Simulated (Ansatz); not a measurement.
**Preparing GaN (P6_3mc) as a host crystal**

Aim: the runs on the perfect crystal GaN (P6_3mc) that a defect calculation needs first.

Program: Ansatz 0.2.0. Level of theory: plane-wave PAW DFT, r2SCAN; relaxation of the host's cell and atoms; PAW set soft_1, in the first sound run; inputs show where later runs differ. Results are calculated unless marked as measured.

## (1) Starting point

It takes space group P6_3mc (No. 186, hexagonal). Conventional cell: a = 3.189 Å, b = 3.189 Å, c = 5.192 Å, α = 90.00°, β = 90.00°, γ = 120.00°. Nearest to Ga lie 4 N at 1.95 to 1.96 Å. Nearest to N lie 4 Ga at 1.95 to 1.96 Å. Farther neighbours and most contacts between anions are not listed.

## (2) Host cell relaxation

Lattice and positions are set free, within the symmetry that the program keeps.

File cell/input.yaml:

```yaml
crystal:
  lattice:
    - [3.1889304, 0.0, 0.0]
    - [-1.5944652, 2.7616947, 0.0]
    - [0.0, 0.0, 5.1923572]
  atoms:
    - { symbol: Ga, position: [0.66666667, 0.33333333, 0.49908371] }
    - { symbol: Ga, position: [0.33333333, 0.66666667, 0.99908371] }
    - { symbol: "N", position: [0.66666667, 0.33333333, 0.87591629] }
    - { symbol: "N", position: [0.33333333, 0.66666667, 0.37591629] }
basis:
  ecutwfc: 500
  xc_grid: 2
hamiltonian:
  xc: r2scan
  pseudopotentials: { kind: paw, azcp: { folder: soft_1 } }
kpoints:
  mp_grid: { grid: [10, 10, 6] }
scf:
  occupations: { method: fixed }
  max_iter: 100
relax:
  f_tol: 0.005
  max_steps: 60
  cell: {}
output:
  forces: true
  stress: true
checkpoint:
  write: "../cell.run"
  compress: false
  write_wavefunctions: false
  write_every: 100000
```

Launch:

```console
> ansatz run input.yaml --threads 32 --pin off --max-ram 84787MiB --backend cuda --events-out ev --progress --plain --runs-dir out --max-vram 78GiB
```

Numbers of over 12 decimals in the logs are rounded to 6 here.

Log:

```text
[... repeated set-up lines and file paths are left out, and long positions are rounded to six places ...]
Engine: ansatz 0.2.0, aarch64-unknown-linux-gnu
Pseudopotentials: kind: paw
Pseudopotential: Ga, paw, valence charge 13, recommended cutoff 500 eV (meta_gga), soft_1/Ga.paw.azcp
Pseudopotential: N, paw, valence charge 5, recommended cutoff 500 eV (meta_gga), soft_1/N.paw.azcp
Functional definition: r2SCAN
  parameter k0 = 0.174
  parameter k1 = 0.065
  parameter a1 = 4.9479
  exchange = r2scan_x(k0 = k0, k1 = k1, a1 = a1)
  correlation = r2scan_c
[...]
Crystal: 4 atoms, lattice volume = 45.728 Å³
Basis set: ecut = 500 eV, 1141 PW (Γ), exchange–correlation on 48×48×80 points (8 copies of the dense FFT grid, shifted against one another)
Bands: 22, of which v1, the nominal top of the filled ones, is band 18 counted from 1 (17 counted from 0)
Symmetry: 12 space group operations
Space group: P63mc (ITA 186), of the structure as read, at distance tolerance 3.6e-5 Å
k-points: 56 of 600 (time reversal used)
Non-local potential: Ga, projectors of the file, l = 0: 2, l = 1: 2, l = 2: 3, l = 3: 1
Non-local potential: N, projectors of the file, l = 0: 2, l = 1: 2, l = 2: 1
PAW form: soft (Blöchl's): semilocal exchange-correlation on the pseudo side does not see the compensation charge
PAW frozen core: Ga, regenerated for the run's functional (the file was generated under x = pbe(κ = 0.804, μ = 0.219515), c = pbe(β = 0.066725))
PAW frozen core: N, regenerated for the run's functional (the file was generated under x = pbe(κ = 0.804, μ = 0.219515), c = pbe(β = 0.066725))
PAW one-centre angular grid: Ga, 590 points (default); XC on 160 Gauss nodes
PAW one-centre angular grid: N, 302 points (default); XC on 160 Gauss nodes
Initial density: superposition of atomic densities (chi_scale 0.1, normalization cell, long waves kept (reshape's long-wave potential 0.00 eV rms))
Initial wavefunctions: pseudopotential atomic-orbital guess
[...]
Functional: x = r2scan, c = r2scan; τ floored in thin density (d = 2e-4 eV/Å³)
SCF iter   1: F=—  HF=-8353.733452 eV  |Δ(HF+E_count)|=         —  Δρ=1.16e-1  dr2=4.92e0  dr2_τ=5.70e-1  Hψ=4387
preconditioner: auto → Resta (q_TF=auto, 2.622 Å⁻¹)  ε∞=4.4  [insulator: Δε(μ)=2.869 eV  Ē_g=17.848 eV  n_scr=22 (ndim 8)  ℏωp=32.9 eV  f_vac=0.000  ε∞_Penn≈4.4]
SCF iter   2: F=—  HF=-8352.706502 eV  |Δ(HF+E_count)|=    1.03e0  Δρ=5.17e-2  dr2=6.81e-1  dr2_τ=7.33e-2  Hψ=2873
[...]
SCF iter   9: F=-8352.779862 eV  HF=-8352.779862 eV  |Δ(HF+E_count)|=   5.47e-8  Δρ=5.82e-6  dr2=1.24e-8  dr2_τ=2.01e-10  Hψ=4428
SCF 1 converged in 9 iterations: F = -8352.779862 eV  dr2 = 1.24e-8
  greatest PAW one-centre occupation: 0.994 electrons in one spin orbital (limit 2), on the Ga atom at site 1 (counted from 0), in its partial waves of l = 2
relax step   1: F+E_penalty+E_count = -8352.77986169 eV  Δ(F+E_penalty+E_count) = +0.000e0 eV  max|allowed force component| = 1.081e-3 eV/Å  Δτ_max = 0.0000 Å  P = -1.004 GPa  Ω = 45.728 Å³  (9 SCF iters, dr2 threshold 1.00e-7 eV, accepted)
[... the SCF cycles and remarks between the steps are left out from here to the last step ...]
relax step   2: F+E_penalty+E_count = -8352.78059366 eV  Δ(F+E_penalty+E_count) = -7.320e-4 eV  max|allowed force component| = 9.540e-4 eV/Å  Δτ_max = 0.0001 Å  P = -0.386 GPa  Ω = 45.582 Å³  energy of the carried Pulay correction = +9.690e-5 eV  (5 SCF iters, dr2 threshold 4.00e-7 eV, accepted)
relax step   3: F+E_penalty+E_count = -8352.78076222 eV  Δ(F+E_penalty+E_count) = -1.686e-4 eV  max|allowed force component| = 4.761e-4 eV/Å  Δτ_max = 0.0001 Å  P = +0.005 GPa  Ω = 45.491 Å³  energy of the carried Pulay correction = +1.573e-4 eV  (4 SCF iters, dr2 threshold 3.76e-7 eV, accepted)
[...]
iter 1 solved again at ethr=2.23e-8 eV; its pass at ethr=3.10e-3 eV (dr2=8.02e-6 eV) is discarded
SCF iter   1: F=—  HF=-8352.780473 eV  |Δ(HF+E_count)|=         —  Δρ=3.26e-5  dr2=3.09e-7  dr2_τ=5.56e-8  Hψ=8233
[...]
SCF iter   2: F=—  HF=-8352.780591 eV  |Δ(HF+E_count)|=   1.17e-4  Δρ=1.83e-5  dr2=1.13e-7  dr2_τ=5.87e-9  Hψ=2394
SCF iter   3: F=—  HF=-8352.780591 eV  |Δ(HF+E_count)|=   5.15e-8  Δρ=9.39e-6  dr2=2.29e-8  dr2_τ=7.03e-10  Hψ=1789
SCF iter   4: F=—  HF=-8352.780591 eV  |Δ(HF+E_count)|=   8.39e-9  Δρ=1.28e-6  dr2=5.29e-10  dr2_τ=7.98e-11  Hψ=2218
SCF iter   5: F=-8352.780591 eV  HF=-8352.780591 eV  |Δ(HF+E_count)|=  2.71e-10  Δρ=3.15e-7  dr2=3.97e-11  dr2_τ=3.53e-12  Hψ=6115
SCF 4 converged in 5 iterations: F = -8352.780591 eV  dr2 = 3.97e-11
relax step   4: F+E_penalty+E_count = -8352.78059064 eV  Δ(F+E_penalty+E_count) = +1.716e-4 eV  max|allowed force component| = 5.026e-4 eV/Å  Δτ_max = 0.0000 Å  P = +0.004 GPa  Ω = 45.491 Å³  stress off target by 4.57e-3 GPa  SCF on the basis re-selected at this cell (its energy is not comparable with the rows above)  (5 SCF iters)
basis re-selected at this cell: Δ(F+E_penalty+E_count) = +1.716e-4 eV, ΔP = -0.001 GPa vs the last step (what re-selecting the basis moved, of the pressure what is left beyond the Pulay correction that the steps carried, after the strain that the cell walked [...]
SCF converged after 5 iterations
Free energy (F): -8352.780591 eV
Harris-Foulkes:  -8352.780591 eV  (|F-HF|=5.46e-12)
Internal energy: -8352.780591 eV  (E = F + TS)
E sigma→0 (E₀):  -8352.780591 eV
Fermi energy:    9.470439 eV
--- Per-component energies (eV) ---
  E_band       = -29.933864
  E_kinetic    = 481.168783
  E_local      = -2831.924578  (includes V_loc(G=0)·N_el)
  E_nonlocal   = -105.946459
  E_hartree    = 1798.202297
  E_xc         = -231.725242
  E_vxc        = -280.053635  (∫ρ·V_xc dr)
  E_paw        = -4283.182559  (= ΣΔE_a)
  E_vpaw       = -904.838753  (= ΣTr[D̂ρ^β])
  E_aug_tail   = 0.000047  (compensation charges beyond the density's cutoff)
  E_vtau       = 15.256407  (kinetic-family band-sum trace: ∫τ·v_τ [+ j·A + Jᵃ·Aᵃ] dr)
  E_ewald      = -3178.007619
  E_core_change = -1.365260  (= ΣΔE_core)
  E_smearing   = -0.000000  (= −TS)
  E_closure    = -0.000000  (closes the sum)
  Σ components = -8352.780591   (vs F -8352.780591, Δ=0.00e0)
--- Forces (eV/Å), atoms counted from 1 ---
  atom   1  Ga    -0.00000000    -0.00000000     0.00068659
  atom   2  Ga    -0.00000000     0.00000000     0.00068659
  atom   3  N      0.00000000     0.00000000    -0.00031868
  atom   4  N      0.00000000    -0.00000000    -0.00031868
  max |Σ_I F_I| component: 7.36e-4 eV/Å
--- Stress (GPa, compression-positive) ---
        0.004568       0.000000       0.000000
       -0.000000       0.004568       0.000000
        0.000000       0.000000       0.001914
  P = ⅓ Tr σ = 0.0037 GPa (0.037 kbar)
--- Band table (eV; the first three rows and the last of 56) ---
  k-point 0: bands = ["-7.3415", "-6.3578", "-4.4062", "-4.3910", "-4.3910", "-4.3238", "-4.3238", "-4.1119", "-4.1119", "-4.0142", [... rest cut ...]
  k-point 1: bands = ["-7.2607", "-6.3985", "-4.3889", "-4.3889", "-4.3821", "-4.3306", "-4.3306", "-4.1031", "-4.1031", "-4.0186", [... rest cut ...]
--- Relaxed structure (3 steps of the walk, 3 accepted, 1 SCFs on fresh bases) ---
  F+E_penalty+E_count = -8352.78059064 eV   max|allowed force component| = 5.026e-4 eV/Å   (the final SCF, on the basis selected at the relaxed cell)
  cell:  # Å, volume = 45.4914 Å³
    - [3.183273, 0.0, 0]
    - [-1.591636, 2.756795, -1.7456915312936015e-19]
    - [0, -3.282134672698873e-19, 5.183832]
  atoms:
    - { symbol: Ga, position: [0.666667, 0.333333, 0.499106] }
    - { symbol: Ga, position: [0.333333, 0.666667, 0.999106] }
    - { symbol: N, position: [0.666667, 0.333333, 0.875894] }
    - { symbol: N, position: [0.333333, 0.666667, 0.375894] }
```

The job ended after 1.9 s (1 × NVIDIA GB200 with 32 threads of Arm Neoverse V2, shared host; peak memory 0.98 GiB; 8.1 s of CPU time).

Relaxation path:

```tsv
step	energy less that of the first step (eV)	largest force component (eV/Å)	pressure (GPa)	volume (Å³)
1	0.0000	0.0011	-1.00	45.73
2	-0.0007	0.0010	-0.39	45.58
3	-0.0009	0.0005	0.00	45.49
4*	-0.0007	0.0005	0.00	45.49
```

Relaxation steps marked * repeat the geometry before them on a plane-wave basis chosen anew for their cell, so energy and pressure can jump there.

Forces are held to the 12 operations that the run works with; a distortion that breaks them can't arise in this run.

```tsv
conventional cell, symmetrised	before	after	change
a (Å)	3.189	3.183	-0.2 %
b (Å)	3.189	3.183	-0.2 %
c (Å)	5.192	5.184	-0.2 %
volume (Å³/atom)	11.43	11.37	-0.5 %
```

The relaxed structure:

```xyz
4
Lattice="3.1833 0.0000 0.0000 -1.5916 2.7568 0.0000 0.0000 0.0000 5.1838" Properties=species:S:1:pos:R:3 pbc="T T T"
Ga    1.5917    0.9189    2.5873
Ga    0.0000    1.8379    5.1792
N     1.5917    0.9189    4.5405
N     0.0000    1.8379    1.9486
```

Numbers from this step:

| Quantity | Value |
| --- | --- |
| pressure | 0.003683 GPa |

## (3) Dielectric tensors of the host

The response to a uniform electric field gives the electronic dielectric tensor.

This step: plane-wave PAW DFPT, PBEsol; dielectric tensors, Born charges and zone-centre modes of the host; PAW set soft_1 (Ansatz 0.2.0).

File eps/input.yaml:

```yaml
crystal:
  lattice:
    - [3.1832726057, 0.0, 0.0]
    - [-1.5916363029, 2.7567949437, 0.0]
    - [0.0, 0.0, 5.1838317307]
  atoms:
    - { symbol: Ga, position: [0.6666666667, 0.3333333333, 0.4991062363] }
    - { symbol: Ga, position: [0.3333333333, 0.6666666667, 0.9991062363] }
    - { symbol: "N", position: [0.6666666667, 0.3333333333, 0.8758937637] }
    - { symbol: "N", position: [0.3333333333, 0.6666666667, 0.3758937637] }
basis:
  ecutwfc: 420
hamiltonian:
  xc: pbesol
  pseudopotentials: { kind: paw, azcp: { folder: soft_1 }, xc_functional: pbe }
kpoints:
  mp_grid: { grid: [9, 9, 5] }
scf:
  occupations: { method: fixed }
  max_iter: 100
phonons:
  method: dfpt
  dielectric: true
  rigid_motions: translations
```

Log:

```text
[...]
Crystal: 4 atoms, lattice volume = 45.491 Å³
Basis set: ecut = 420 eV, 893 PW (Γ), exchange–correlation on 48×48×72 points (8 copies of the dense FFT grid, shifted against one another)
Bands: 22, of which v1, the nominal top of the filled ones, is band 18 counted from 1 (17 counted from 0)
Symmetry: 12 space group operations
k-points: 115 of 405 (irreducible under 2 space group operations, time reversal used)
[...]
SCF iter   1: F=—  HF=-8246.860112 eV  |Δ(HF+E_count)|=         —  Δρ=1.04e-1  dr2=4.20e0  Hψ=9075
[...]
SCF iter   2: F=—  HF=-8245.823215 eV  |Δ(HF+E_count)|=    1.04e0  Δρ=4.56e-2  dr2=5.02e-1  Hψ=4926
[...]
SCF iter  10: F=-8245.700331 eV  HF=-8245.700331 eV  |Δ(HF+E_count)|=  7.33e-10  Δρ=3.50e-7  dr2=4.06e-11  Hψ=15768
SCF 1 converged in 10 iterations: F = -8245.700331 eV  dr2 = 4.06e-11
[...]
the response reads at least the filled bands of the reference SCF and the lowest empty band at each k-point, and that SCF's band table does not vouch for those bands. The notice of the band table in this run's record says why
[...]
NSCF: frozen V_eff on 1 k-points
[...]
NSCF: frozen V_eff on 36 k-points, pencils in batches of 32, up to order 88
[...]
DFPT response loops at q = (0, 0, 0) (fractional): preconditioner auto → Resta (q_TF=auto, 2.624 Å⁻¹)  ε∞=5.7 (no band partly filled); β = 1.00, the filter's whole step (`scf.mixing.beta` (0.50) is not read by the response loops at its default; [...]
[...]
DFPT response loops at Γ: preconditioner auto → Resta (q_TF=auto, 2.624 Å⁻¹)  ε∞=5.7 (no band partly filled); β = 1.00, the filter's whole step (`scf.mixing.beta` (0.50) is not read by the response loops at its default; [...]
── the response to a field inside a basis, on 12×12×8 k-points: an SCF that follows is theirs, and a resumed run solves both again ──
[...]
Bands: 19, of which v1, the nominal top of the filled ones, is band 18 counted from 1 (17 counted from 0)
k-points: 168 of 1152 (irreducible under 4 space group operations, time reversal used)
[...]
Eigensolver: Dense (168 Hₖ)
SCF iter   1: F=—  HF=-8245.697695 eV  |Δ(HF+E_count)|=         —  Δρ=3.48e-4  dr2=1.64e-5
[...]
SCF iter   4: F=-8245.697694 eV  HF=-8245.697694 eV  |Δ(HF+E_count)|=   1.84e-6  Δρ=1.07e-5  dr2=2.57e-8
SCF 1 converged in 4 iterations: F = -8245.697694 eV  dr2 = 2.57e-8
[...]
WARN: field response: ε∞ stands inside a basis, on 12×12×8 points; [...]
SCF converged after 10 iterations
Free energy (F): -8245.700331 eV
[...]
Internal energy: -8245.700331 eV  (E = F + TS)
E sigma→0 (E₀):  -8245.700331 eV
Fermi energy:    9.608008 eV
[...]
--- Band table (eV; the first three rows and the last of 115) ---
[...]
--- Phonons (Γ-DFPT): 4 representative perturbations + reference (Σ response iterations 22) ---
  k mesh reduced under 2 symmetry operations, with k and −k counted as one. Each operation leaves every solved perturbation unchanged. A smaller set is not considered because the run solves the response to a homogeneous field
  ASR residual: 2.026e-4 → 0.000e0 eV/Å²; symmetrization residual: 2.001e-9 eV/Å²
  ASR residual per site (eV/Å²): 1.69e-4 1.69e-4 2.03e-4 2.03e-4
  Γ frequencies (cm⁻¹): 0.00 0.00 0.00 136.49 136.49 326.87 520.93 544.14 544.14 552.78 552.78 677.09
  ε∞ (high-frequency dielectric tensor):
        5.833686    -0.000000    -0.000000
       -0.000000     5.833686     0.000000
       -0.000000     0.000000     6.016055
  ε⁰ (static dielectric tensor: ions relaxed, cell fixed):
       10.099291    -0.000000    -0.000000
       -0.000000    10.099291     0.000000
       -0.000000     0.000000    11.187370
  ε⁰ − ε∞ (ionic part):
        4.265605    -0.000000     0.000000
       -0.000000     4.265605     0.000000
        0.000000     0.000000     5.171315
  softest optical mode at Γ: 136.49 cm⁻¹; the repairs (sum rule, projections) moved no ω² at Γ by more than (1.98 cm⁻¹)²
  Born effective charges Z* (e; rows j = field, columns β = displacement):
    site 0:
         2.60952   -0.00000   -0.00000
        -0.00000    2.60952    0.00000
        -0.00000    0.00000    2.75066
    site 1:
         2.60952   -0.00000   -0.00000
        -0.00000    2.60952    0.00000
        -0.00000    0.00000    2.75066
    site 2:
        -2.60952    0.00000    0.00000
         0.00000   -2.60952   -0.00000
         0.00000   -0.00000   -2.75066
    site 3:
        -2.60952    0.00000    0.00000
         0.00000   -2.60952   -0.00000
         0.00000   -0.00000   -2.75066
  Z* charge neutrality: 2.574e-3 e pre-enforcement
  solved inside a basis spanned on kpoints, on 12×12×8 k-points, its susceptibility summed on 18×18×10: ε∞ is read to err by 1.7e-2, Z* by 1.5e-2 e (field_mesh: kpoints solves on kpoints); Z* is corrected for what the basis lacks
  optical modes at Γ without the LO–TO term, one row a degenerate level:
      ω (cm⁻¹)  modes    IR ((D/Å)²/amu)
        136.49      2             0.0000
        326.87      1             0.0000
        520.93      1            29.9312
        544.14      2            53.8771
        552.78      2             0.0000
        677.09      1             0.0000
  optical modes at Γ + LO–TO along q̂ = [1.0000, 0.0000, 0.0000]:
      ω (cm⁻¹)  modes    IR ((D/Å)²/amu)
        136.49      2             0.0000
        326.87      1             0.0000
        520.93      1            29.9312
        544.14      1            26.9385
        552.78      2             0.0000
        677.09      1             0.0000
        715.96      1            26.9385
  optical modes at Γ + LO–TO along q̂ = [0.0000, 1.0000, 0.0000]:
      ω (cm⁻¹)  modes    IR ((D/Å)²/amu)
        136.49      2             0.0000
        326.87      1             0.0000
        520.93      1            29.9312
        544.14      1            26.9385
        552.78      2             0.0000
        677.09      1             0.0000
        715.96      1            26.9385
  optical modes at Γ + LO–TO along q̂ = [0.0000, 0.0000, 1.0000]:
      ω (cm⁻¹)  modes    IR ((D/Å)²/amu)
        136.49      2             0.0000
        326.87      1             0.0000
        544.14      2            53.8771
        552.78      2             0.0000
        677.09      1             0.0000
        710.37      1            29.9312
```

Wall time 8.1 s (1 × NVIDIA GB200 with 32 threads); peak memory 2 GiB.

Electronic dielectric tensor:

```
5.83 0.00 0.00
0.00 5.83 0.00
0.00 0.00 6.02
```

Static dielectric tensor:

```
10.10  0.00  0.00
 0.00 10.10  0.00
 0.00  0.00 11.19
```

The principal values of the electronic dielectric tensor are 5.83, 5.83 and 6.02. The principal values of the static dielectric tensor are 10.10, 10.10 and 11.19.

(Continued in part 2 of 3.)

[Logs are printed without paths, hosts, clocks, repeated set-up lines and the standing remarks that a program may print on its own settings, such as how far it seeks lower states.]

[Hosts, paths, dates, database ids (printed as entryN), source tags and the programs' standing remarks are cut or masked in the printed files.]

[Runs of the host that timed out are not shown.]

[For some hosts the program warned that the k-mesh of the response run may be too coarse for force constants and the static dielectric constant; such warnings are not always shown.]
